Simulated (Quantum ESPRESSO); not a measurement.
Crystal: InP.

```
In P
1.0
     0.00000    2.93050    2.93050
     2.93050    0.00000    2.93050
     2.93050    2.93050    0.00000
In P
1 1
Cartesian
  0.0000 0.0000 0.0000
  4.3957 4.3957 4.3957
```

Base run:

```yaml
Program: Quantum ESPRESSO 7.5
Functional: PBE
Potentials_or_basis: GBRV 1.5 PBE
Cutoff: 762 eV
Density_cutoff: 6095 eV
k_mesh: 6 × 6 × 6, shifted
Occupations: fermi-dirac, width 0.05 eV
Spin: no spin polarisation
```

Its results: pressure 3.1 GPa; electronic dielectric tensor (diagonal) 10.96.

Problem. The run is repeated on the same cell with these changes: functional from PBE to WC. What comes out?

Solution. Pressure 0.6 GPa; electronic dielectric tensor (diagonal) 11.65.

WC binds more tightly than PBE, so the same cell stands under less pressure.

Caveats: the cell is more than 3 GPa from zero pressure, which shifts response properties (some runs); the potentials were made for another functional, which shifts forces and pressure (some runs).

Not every run made on this cell is shown here.
